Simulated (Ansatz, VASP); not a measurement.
Two plane-wave programs on NaCl

```xyz
2
Lattice="3.6752 -0.2101 -0.2101 -0.2101 3.6752 0.2101 -0.2101 0.2101 3.6752" Properties=species:S:1:pos:R:3 pbc="T T T"
Na    0.0000    0.0000    0.0000
Cl    1.6275    1.8376    1.8376
```

Alike in both runs: task single point; functional PBEsol; k mesh 6 × 6 × 6; occupations gaussian, width 0.02 eV; no spin polarisation.

|  | VASP | Ansatz |
| --- | --- | --- |
| version | VASP 6.6.1 | Ansatz 0.2.0 |
| potentials or method | VASP PAW PBE potentials, release 64 (Na_pv, Cl) | scalar-relativistic, plane waves, PAW |
| plane-wave cutoff (eV) | 520 | 420 |
| valence electrons in the cell | 14 | 16 |

|  | VASP | Ansatz | Ansatz less VASP |
| --- | --- | --- | --- |
| gap on the k mesh at the Fermi level (eV) | 3.63 | 3.63 | +0.002 |
| least direct gap on the mesh (eV) | 3.70 | 3.71 | +0.001 |
| pressure (GPa) | -3.1 | -3.1 | +0.01 |
| largest component of the traceless stress (GPa) | 0.74 | 0.75 | +0.003 |

The two sets of potentials don't hold the same shells in valence.

Caveats: the PAW data sets were made with another functional, which shifts forces and pressure a little (VASP). A k mesh can miss the band edges.
